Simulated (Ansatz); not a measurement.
## The WSi2P4 monolayer between two gates

How does the WSi2P4 monolayer take up charge from its gate?

Program: Ansatz 0.2.0. Level of theory: plane-wave DFT, PBE-D3(BJ), Ansatz PAW. Results are calculated unless marked as measured.

## 1. Set-up

The cell holds 7 atoms: 4 P, 2 Si and 1 W. Cell: a = 3.480 Å, b = 3.480 Å, c = 48.011 Å, α = 90.0°, β = 90.0°, γ = 120.0°. Vacuum lies along c.

## 2. Relaxing the slab

The starting cell is a guess, so the in-plane lattice and the atoms are relaxed first, with the slab cut off from its images along the normal.

The input, input.yaml:

```yaml
crystal:
  lattice:
    - [3.48, 0.0, 0.0]
    - [-1.74, 3.0137684052, 0.0]
    - [0.0, 0.0, 48.0110506883]
  atoms:
    - { symbol: P, position: [0.0, 0.0, 0.4113636281] }
    - { symbol: Si, position: [0.3333333333, 0.6666666667, 0.4247863241] }
    - { symbol: P, position: [0.3333333333, 0.6666666667, 0.4687345395] }
    - { symbol: W, position: [0.0, 0.0, 0.5] }
    - { symbol: P, position: [0.3333333333, 0.6666666667, 0.5312654605] }
    - { symbol: Si, position: [0.3333333333, 0.6666666667, 0.5752136759] }
    - { symbol: P, position: [0.0, 0.0, 0.5886363719] }
  periodic: [true, true, false]
kpoints:
  mp_grid: { grid: [12, 12, 1] }
hamiltonian:
  xc: pbe
  dispersion: d3bj
scf:
  occupations: { method: fermi_dirac, width: 0.05 }
  convergence: { dr2_threshold: 1.0e-09 }
relax:
  f_tol: 0.004
  max_steps: 90
  cell: {}
output:
  write_potential: true
  write_density: true
  volumetric_format: npy
```

Run with:

```sh
$ ansatz run input.yaml --threads 4 --pin off --max-ram 12288MiB --backend cpu --events-out ev --progress --plain --runs-dir out
```

Numbers of over 12 decimals in the logs are rounded to 6 here.

Log:

```text
Warning: relax.cell: scf.convergence.dr2_threshold = 1e-9 eV is looser than the 2.04284727656e-10 eV advised for a relaxation that steers and ends on the stress (1e-10 eV for each atom of the cell: 7, times the square of relax.cell.stress_2d_tol = 0.05 N/m over 18.5 Å (the atoms' height at the walk's start and 5 Å past either face), 2.701e-2 GPa, over a crystal's default 0.05). What an SCF threshold leaves in a stress goes as its square root, and in the free energy as the threshold itself, and one threshold admits the most on a small cell: [figures from the program's tests cut] Set scf.convergence.dr2_threshold to 2.04284727656e-10 eV or tighter. [rest of the remark cut]
Engine: ansatz 0.2.0, aarch64-unknown-linux-gnu
Pseudopotentials: kind: paw
Pseudopotential: P, paw, valence charge 5, recommended cutoff 420 eV (normal), P.paw.azcp
Pseudopotential: Si, paw, valence charge 4, recommended cutoff 420 eV (normal), Si.paw.azcp
Pseudopotential: W, paw, valence charge 14, recommended cutoff 420 eV (normal), W.paw.azcp
Functional definition: PBE
  parameter kappa = 0.804
  parameter beta = 0.066725
  exchange = pbe_x(kappa = kappa, mu = beta*pi^2/3)
  correlation = pbe_c(beta = beta)
Crystal: 7 atoms, lattice volume = 503.536 Å³
Basis set: ecut = 420 eV, 9839 PW (Γ), exchange–correlation on 48×48×648 points (8 copies of the dense FFT grid, shifted against one another)
Bands: 28, of which v1, the nominal top of the filled ones, is band 21 counted from 1 (20 counted from 0)
Symmetry: 12 space group operations
Space group: P-6m2 (ITA 187), of the structure as read, at distance tolerance 8.0e-5 Å
k-points: 19 of 144 (time reversal used)
Non-local potential: P, projectors of the file, l = 0: 2, l = 1: 2, l = 2: 2
Non-local potential: Si, projectors of the file, l = 0: 2, l = 1: 2, l = 2: 2
Non-local potential: W, projectors of the file, l = 0: 3, l = 1: 2, l = 2: 2, l = 3: 1
PAW form: soft (Blöchl's): semilocal exchange-correlation on the pseudo side does not see the compensation charge
PAW one-centre angular grid: P, 110 points (default); XC on 64 Gauss nodes
PAW one-centre angular grid: Si, 110 points (default); XC on 64 Gauss nodes
PAW one-centre angular grid: W, 590 points (default); XC on 64 Gauss nodes
Initial density: superposition of atomic densities (neutral atoms: chi_scale 0, normalization atom), corrected by the library's trained network
Initial wavefunctions: pseudopotential atomic-orbital guess
Functional: x = pbe(κ = 0.804, μ = 0.219515), c = pbe(β = 0.066725)
SCF iter   1: F=—  HF=-14681.806924 eV  |F-HF|=—  |Δ(HF+E_count)|=         —  Δρ=3.88e-3  dr2=9.94e-1  ethr=1.77e-3  ⟨swp⟩=16.8  Hψ=5118  notcnv=0
preconditioner: auto → Resta (q_TF=auto, 1.803 Å⁻¹)  ε∞=2.4  [insulator: Δε(μ)=0.542 eV  Ē_g=8.279 eV  σ=0.050 eV  W_gap=0.99  n_scr=26 (ndim 8)  ℏωp=9.6 eV  f_vac=0.733  D(μ)=0.01/eV (n_scr^D=0)  ε∞_Penn≈2.4  vacuum switching on, ρ_ref=5.0e-3 e/Å³]
SCF iter   2: F=—  HF=-14681.978854 eV  |F-HF|=—  |Δ(HF+E_count)|=   1.72e-1  Δρ=8.73e-3  dr2=4.03e0  ethr=1.77e-3  ⟨swp⟩=4.8  Hψ=1143  notcnv=0  defer=29  recentre
preconditioner: auto → LDOS  [metal: Δε(μ)=0.083 eV  Ē_g=8.333 eV  σ=0.050 eV  W_gap=0.37  n_scr=26 (ndim 8)  ℏωp=9.6 eV  f_vac=0.733  D(μ)=1.76/eV (n_scr^D=12)  β→1.0]
SCF iter   3: F=—  HF=-14681.717858 eV  |F-HF|=—  |Δ(HF+E_count)|=   2.61e-1  Δρ=1.55e-3  dr2=1.62e-1  ethr=1.77e-3  ⟨swp⟩=3.9  Hψ=990  notcnv=0  defer=23
SCF iter   4: F=—  HF=-14681.703472 eV  |F-HF|=—  |Δ(HF+E_count)|=   1.44e-2  Δρ=4.88e-4  dr2=8.02e-3  ethr=3.85e-4  ⟨swp⟩=3.2  Hψ=861  notcnv=0  defer=32
SCF iter   5: F=—  HF=-14681.704221 eV  |F-HF|=—  |Δ(HF+E_count)|=   7.49e-4  Δρ=1.81e-4  dr2=4.46e-4  ethr=1.91e-5  ⟨swp⟩=3.3  Hψ=1079  notcnv=0  defer=32
SCF iter   6: F=—  HF=-14681.704278 eV  |F-HF|=—  |Δ(HF+E_count)|=   5.71e-5  Δρ=1.14e-4  dr2=3.65e-4  ethr=1.06e-6  ⟨swp⟩=3.1  Hψ=1175  notcnv=0  defer=32
SCF iter   7: F=—  HF=-14681.704225 eV  |F-HF|=—  |Δ(HF+E_count)|=   5.28e-5  Δρ=5.41e-5  dr2=5.27e-5  ethr=8.68e-7  ⟨swp⟩=2.8  Hψ=786  notcnv=0  defer=32
SCF iter   8: F=—  HF=-14681.704152 eV  |F-HF|=—  |Δ(HF+E_count)|=   7.29e-5  Δρ=2.25e-5  dr2=4.84e-6  ethr=1.25e-7  ⟨swp⟩=3.1  Hψ=1081  notcnv=0  defer=32
SCF iter   9: F=—  HF=-14681.704151 eV  |F-HF|=—  |Δ(HF+E_count)|=   1.69e-6  Δρ=6.24e-6  dr2=6.12e-7  ethr=1.15e-8  ⟨swp⟩=3.3  Hψ=1131  notcnv=0  defer=32
SCF iter  10: F=—  HF=-14681.704276 eV  |F-HF|=—  |Δ(HF+E_count)|=   1.25e-4  Δρ=2.38e-6  dr2=1.07e-7  ethr=1.46e-9  ⟨swp⟩=3.5  Hψ=1116  notcnv=0  defer=32
SCF iter  11: F=—  HF=-14681.704276 eV  |F-HF|=—  |Δ(HF+E_count)|=   1.35e-8  Δρ=6.66e-7  dr2=5.79e-9  ethr=2.55e-10  ⟨swp⟩=3.5  Hψ=1189  notcnv=0  defer=32
SCF iter  12: F=-14681.704276 eV  HF=-14681.704276 eV  |F-HF|=9.64e-11  |Δ(HF+E_count)|=  3.46e-11  Δρ=2.47e-7  dr2=5.82e-10  ethr=2.38e-12  ⟨swp⟩=13.2  Hψ=4781  notcnv=0
SCF 1 converged in 12 iterations: F = -14681.704276 eV  dr2 = 5.82e-10
  greatest PAW one-centre occupation: 1.000 electrons in one spin orbital (limit 2), on the W atom at site 3 (counted from 0), in its partial waves of l = 0
relax step   1: F+E_penalty+E_count = -14681.70427610 eV  Δ(F+E_penalty+E_count) = +0.000e0 eV  max|allowed force component| = 3.516e0 eV/Å  Δτ_max = 0.0000 Å  P = +5.589 N/m  Ω = 503.536 Å³  fix = [c, alpha, beta]  reactions: c +0.000 N/m  (12 SCF iters, accepted)
Crystal: 7 atoms, lattice volume = 500.163 Å³
Basis set: ecut = 420 eV, 9743 PW (Γ), exchange–correlation on 48×48×648 points (8 copies of the dense FFT grid, shifted against one another)
Initial density: handed on by an earlier stage of this run
Initial wavefunctions: those handed on with the density
iter 1 solved again at ethr=1.03e-3 eV; its pass at ethr=3.10e-3 eV (dr2=4.32e-1 eV) is discarded
SCF iter   1: F=—  HF=-14683.341681 eV  |F-HF|=—  |Δ(HF+E_count)|=         —  Δρ=6.61e-3  dr2=4.19e-1  ethr=1.03e-3  ⟨swp⟩=1.7  Hψ=5153  notcnv=0
preconditioner: auto → Resta (q_TF=auto, 1.805 Å⁻¹)  ε∞=2.4  [insulator: Δε(μ)=0.579 eV  Ē_g=8.318 eV  σ=0.050 eV  W_gap=0.99  n_scr=26 (ndim 8)  ℏωp=9.7 eV  f_vac=0.726  D(μ)=0.01/eV (n_scr^D=0)  ε∞_Penn≈2.4  vacuum switching on, ρ_ref=5.0e-3 e/Å³]
SCF iter   2: F=—  HF=-14683.273142 eV  |F-HF|=—  |Δ(HF+E_count)|=   6.85e-2  Δρ=3.45e-3  dr2=1.12e-1  ethr=9.97e-4  ⟨swp⟩=3.8  Hψ=1208  notcnv=0
SCF iter   3: F=—  HF=-14683.256899 eV  |F-HF|=—  |Δ(HF+E_count)|=   1.62e-2  Δρ=1.97e-3  dr2=2.76e-2  ethr=2.67e-4  ⟨swp⟩=4.2  Hψ=1198  notcnv=0  defer=20
SCF iter   4: F=—  HF=-14683.256010 eV  |F-HF|=—  |Δ(HF+E_count)|=   8.88e-4  Δρ=8.84e-4  dr2=2.16e-2  ethr=6.58e-5  ⟨swp⟩=3.8  Hψ=1167  notcnv=0  defer=27
[...]
SCF iter   4: F=—  HF=-14683.528027 eV  |F-HF|=—  |Δ(HF+E_count)|=   2.49e-3  Δρ=8.35e-4  dr2=6.86e-3  ethr=1.01e-4  ⟨swp⟩=2.6  Hψ=865  notcnv=0  defer=32
SCF iter   5: F=—  HF=-14683.527391 eV  |F-HF|=—  |Δ(HF+E_count)|=   6.36e-4  Δρ=3.04e-4  dr2=4.66e-4  ethr=1.63e-5  ⟨swp⟩=3.1  Hψ=847  notcnv=0  defer=32
SCF iter   6: F=—  HF=-14683.527418 eV  |F-HF|=—  |Δ(HF+E_count)|=   2.73e-5  Δρ=1.65e-4  dr2=2.66e-4  ethr=1.11e-6  ⟨swp⟩=3.1  Hψ=1120  notcnv=0  defer=32
SCF iter   7: F=—  HF=-14683.527348 eV  |F-HF|=—  |Δ(HF+E_count)|=   7.05e-5  Δρ=5.81e-5  dr2=3.18e-5  ethr=6.33e-7  ⟨swp⟩=2.8  Hψ=897  notcnv=0  defer=32
SCF iter   8: F=—  HF=-14683.527329 eV  |F-HF|=—  |Δ(HF+E_count)|=   1.88e-5  Δρ=9.81e-6  dr2=5.43e-7  ethr=7.56e-8  ⟨swp⟩=3.1  Hψ=1114  notcnv=0  defer=32
SCF iter   9: F=—  HF=-14683.527455 eV  |F-HF|=—  |Δ(HF+E_count)|=   1.26e-4  Δρ=2.00e-6  dr2=3.51e-8  ethr=1.29e-9  ⟨swp⟩=3.4  Hψ=1286  notcnv=0  defer=32
SCF iter  10: F=-14683.527455 eV  HF=-14683.527455 eV  |F-HF|=4.37e-11  |Δ(HF+E_count)|=   4.31e-9  Δρ=3.01e-7  dr2=6.01e-10  ethr=2.38e-12  ⟨swp⟩=12.5  Hψ=5737  notcnv=0
SCF 3 converged in 10 iterations: F = -14683.527455 eV  dr2 = 6.01e-10
relax step   3: F+E_penalty+E_count = -14683.52745531 eV  Δ(F+E_penalty+E_count) = -2.738e-1 eV  max|allowed force component| = 5.201e-1 eV/Å  Δτ_max = 0.1947 Å  P = -0.660 N/m  Ω = 491.627 Å³  energy of the carried Pulay correction = +5.362e-4 eV  fix = [c, alpha, beta]  reactions: c -0.000 N/m  (10 SCF iters, accepted)
[...]
relax step   4: F+E_penalty+E_count = -14683.56224681 eV  Δ(F+E_penalty+E_count) = -3.479e-2 eV  max|allowed force component| = 1.294e-1 eV/Å  Δτ_max = 0.0765 Å  P = -0.389 N/m  Ω = 487.012 Å³  energy of the carried Pulay correction = +7.475e-4 eV  fix = [c, alpha, beta]  reactions: c -0.000 N/m  (10 SCF iters, accepted)
[...]
relax step   5: F+E_penalty+E_count = -14683.56351669 eV  Δ(F+E_penalty+E_count) = -1.270e-3 eV  max|allowed force component| = 1.533e-2 eV/Å  Δτ_max = 0.0071 Å  P = +0.013 N/m  Ω = 486.255 Å³  energy of the carried Pulay correction = +7.823e-4 eV  fix = [c, alpha, beta]  reactions: c +0.000 N/m  (8 SCF iters, accepted)
[...]
relax step   6: F+E_penalty+E_count = -14683.56352743 eV  Δ(F+E_penalty+E_count) = -1.074e-5 eV  max|allowed force component| = 3.025e-3 eV/Å  Δτ_max = 0.0012 Å  P = +0.008 N/m  Ω = 486.404 Å³  energy of the carried Pulay correction = +7.755e-4 eV  fix = [c, alpha, beta]  reactions: c +0.000 N/m  (7 SCF iters, accepted)
Initial wavefunctions: pseudopotential atomic-orbital guess (no wavefunctions were taken with the density)
iter 1 solved again at ethr=1.50e-7 eV; its pass at ethr=3.10e-3 eV (dr2=6.30e-5 eV) is discarded
SCF iter   1: F=—  HF=-14683.562929 eV  |F-HF|=—  |Δ(HF+E_count)|=         —  Δρ=2.06e-5  dr2=2.74e-7  ethr=1.50e-7  ⟨swp⟩=7.0  Hψ=8017  notcnv=0
SCF iter   2: F=—  HF=-14683.562914 eV  |F-HF|=—  |Δ(HF+E_count)|=   1.53e-5  Δρ=1.06e-5  dr2=7.80e-8  ethr=6.52e-10  ⟨swp⟩=3.8  Hψ=1461  notcnv=0
SCF iter   3: F=—  HF=-14683.562914 eV  |F-HF|=—  |Δ(HF+E_count)|=   1.93e-7  Δρ=2.43e-6  dr2=1.23e-7  ethr=1.86e-10  ⟨swp⟩=2.8  Hψ=1041  notcnv=0
SCF iter   4: F=—  HF=-14683.562914 eV  |F-HF|=—  |Δ(HF+E_count)|=   1.05e-8  Δρ=8.87e-7  dr2=1.17e-8  ethr=1.86e-10  ⟨swp⟩=2.8  Hψ=916  notcnv=0
SCF iter   5: F=-14683.562914 eV  HF=-14683.562914 eV  |F-HF|=4.07e-10  |Δ(HF+E_count)|=  3.89e-10  Δρ=4.13e-7  dr2=4.66e-10  ethr=2.38e-12  ⟨swp⟩=16.0  Hψ=5497  notcnv=0
SCF 7 converged in 5 iterations: F = -14683.562914 eV  dr2 = 4.66e-10
relax step   7: F+E_penalty+E_count = -14683.56291385 eV  Δ(F+E_penalty+E_count) = +6.136e-4 eV  max|allowed force component| = 2.887e-3 eV/Å  Δτ_max = 0.0000 Å  P = -0.003 N/m  Ω = 486.404 Å³  fix = [c, alpha, beta]  reactions: c -0.000 N/m  stress off target by 2.93e-3 N/m on what of the cell is left free  SCF on the basis re-selected at this cell (its energy is not comparable with the rows above)  (5 SCF iters)
basis re-selected at this cell: Δ(F+E_penalty+E_count) = +6.136e-4 eV, ΔP = -0.011 N/m vs the last step (what re-selecting the basis moved, of the pressure what is left beyond the Pulay correction that the steps carried, after the strain that the cell walked since its last selection, with what the two solves' SCF thresholds leave and, on support functions, any second-order correction that the steps lacked; it is no m [...]
WARN: The output density's exchange-correlation potential varies sharply where the density is thin. Do not read a vacuum level from v_tot or v_xc, or from such a field of the output density. On a cell that repeats whose density bears no net charge and no dipole along the vacuum's axis use v_es (v_loc + v_h of the components); under efield.dipole_correction with no amplitude use v_es + v_field, which holds any externa [...]
SCF converged after 5 iterations
Free energy (F): -14683.562914 eV
Harris-Foulkes:  -14683.562914 eV  (|F-HF|=4.07e-10)
Internal energy: -14683.562911 eV  (E = F + TS)
E sigma→0 (E₀):  -14683.562912 eV
Entropy (-TS):   -0.000003 eV (-0.000 meV/atom)
Fermi energy:    -4.778882 eV
--- Per-component energies (eV) ---
  E_band       = -778.215971
  E_kinetic    = 819.789259
  E_local      = -137666.202550  (includes V_loc(G=0)·N_el)
  E_nonlocal   = 188.302145
  E_hartree    = 68309.873052
  E_xc         = -626.223969
  E_vxc        = -579.154997  (∫ρ·V_xc dr)
  E_paw        = -11865.913470  (= ΣΔE_a)
  E_vpaw       = -160.693680  (= ΣTr[D̂ρ^β])
  E_aug_tail   = -0.000030  (compensation charges beyond the density's cutoff)
  E_ewald      = 66159.328933
  E_disp       = -2.516280  (pairwise vdW)
  E_smearing   = -0.000003  (= −TS)
  E_closure    = 0.000000  (closes the sum)
  Σ components = -14683.562914   (vs F -14683.562914, Δ=0.00e0)
--- Forces (eV/Å), atoms counted from 1 ---
  atom   1  P      0.00000000    -0.00000000    -0.00119107
  atom   2  Si     0.00000000     0.00000000    -0.00174828
  atom   3  P      0.00000000    -0.00000000     0.00288701
  atom   4  W      0.00000000    -0.00000000     0.00000000
  atom   5  P      0.00000000    -0.00000000    -0.00288701
  atom   6  Si     0.00000000     0.00000000     0.00174828
  atom   7  P     -0.00000000    -0.00000000     0.00119107
  max |Σ_I F_I| component: 1.32e-15 eV/Å
--- 2D stress c σ (N/m, compression-positive) ---
       -0.002926       0.000000       0.000000
       -0.000000      -0.002926       0.000000
        0.000000       0.000000      -0.000000
  P = ½ c Tr σ = -0.0029 N/m
--- Band table (eV; the first three rows and the last of 19) ---
  k-point 0: bands = [... 17 lower, -6.0785, -5.9972, -5.9972, -5.5861, -2.5094, -2.5094, -2.2439, -2.2439, ... 3 higher]
  k-point 1: bands = [... 17 lower, -6.2837, -6.2388, -6.1861, -5.5725, -2.7246, -2.5704, -2.2933, -2.1834, ... 3 higher]
  k-point 2: bands = [... 17 lower, -6.7246, -6.6026, -6.3913, -5.7409, -3.1288, -3.0432, -2.3082, -2.0303, ... 3 higher]
  k-point 18: bands = [... 17 lower, -8.1866, -7.0107, -6.2853, -5.2456, -4.3094, -3.7538, -3.5870, -2.8241, ... 3 higher]
  the weakly bound empty levels are not read free of the cell's end (no_gap_told)
--- Relaxed structure (6 steps of the walk, 6 accepted, 1 SCFs on fresh bases) ---
  F+E_penalty+E_count = -14683.56291385 eV   max|allowed force component| = 2.887e-3 eV/Å   (the final SCF, on the basis selected at the relaxed cell)
  cell:  # Å, volume = 486.4043 Å³
    - [3.420289, 0, 0]
    - [-1.710144, 2.962057, 0]
    - [0, 0, 48.0110506883]
  atoms:
    - { symbol: P, position: [1.3012525004490134e-17, -5.135725556199063e-17, 0.401810] }
    - { symbol: Si, position: [0.333333, 0.666667, 0.423498] }
    - { symbol: P, position: [0.333333, 0.666667, 0.470098] }
    - { symbol: W, position: [1.0573552618554932e-17, -5.135725556199063e-17, 0.500000] }
    - { symbol: P, position: [0.333333, 0.666667, 0.529902] }
    - { symbol: Si, position: [0.333333, 0.666667, 0.576502] }
    - { symbol: P, position: [8.134580232619902e-18, -5.135725556199063e-17, 0.598190] }
```

The job ended after 50 s (4 threads of Arm Neoverse V2, shared host; peak memory 0.85 GiB).

Relaxation path:

```tsv
step	energy less that of the first step (eV)	largest force component (eV/Å)	volume (Å³)
1	0.0000	3.5160	503.54
2	-1.5494	1.4354	500.16
3	-1.8232	0.5201	491.63
4	-1.8580	0.1294	487.01
5	-1.8592	0.0153	486.25
6	-1.8593	0.0030	486.40
7*	-1.8586	0.0029	486.40
```

Relaxation steps marked * repeat the geometry before them on a plane-wave basis chosen anew for their cell, so energy and pressure can jump there.

Forces are held to the 12 operations that the run works with; a distortion that breaks them can't arise in this run.

```tsv
cell as run	before	after	change
a (Å)	3.480	3.420	-1.7 %
b (Å)	3.480	3.420	-1.7 %
```

The atoms that moved most (Å, along periodic axes as changes of fractional coordinates times the final cell, across vacuum about the mean position):

```tsv
atom	dx	dy	dz	length
P1	0.000	0.000	-0.459	0.459
P7	0.000	0.000	0.459	0.459
P3	0.000	0.000	0.065	0.065
P5	0.000	0.000	-0.065	0.065
Si2	0.000	0.000	-0.062	0.062
Si6	0.000	0.000	0.062	0.062
```

The lattice constant a goes from 3.480 to 3.420 Å.

(Part 1 of 3 ends here.)

[Logs are printed without paths, hosts, clocks, repeated set-up lines and the standing remarks that a program may print on its own settings, such as how far it seeks lower states.]

[Hosts, paths, dates, database ids (printed as entryN), source tags and the programs' standing remarks are cut or masked in the printed files.]

[Maps of the electrostatic potential energy from Ansatz leave out the sawtooth potential of an applied field or a dipole correction, so their vacuum need not be flat; planar profiles and work functions include it.]
